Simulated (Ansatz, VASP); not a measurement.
Two plane-wave programs on CO

```
C O
1.0
    12.00000    0.00000    0.00000
     0.00000   12.50000    0.00000
     0.00000    0.00000   14.00000
C O
1 1
Direct
  0.50000 0.49600 0.42874
  0.50000 0.49600 0.50983
```

Alike in both runs: functional PBE; k mesh 1 × 1 × 1; no spin polarisation.

Ansatz relaxed the structure, and its values are those at the end. VASP's run is a single point on that final structure, the one shown.

|  | VASP | Ansatz |
| --- | --- | --- |
| version | VASP 6.6.1 | Ansatz 0.2.0 |
| potentials or method | VASP PAW PBE potentials, release 64 (C, O) | scalar-relativistic, plane waves, PAW |
| plane-wave cutoff (eV) | 520 | 420 |
| occupations | gaussian, width 0.01 eV | fixed |
| valence electrons in the cell | 10 | 10 |

```csv
,VASP,Ansatz,Ansatz less VASP
rms of the force components (eV/Å),0.542,0.001,-0.5406
```

One of these differences is far larger than is usual between the two programs; its cause wasn't traced.

Caveats: the standard files for N, O and F lose accuracy on very short bonds.
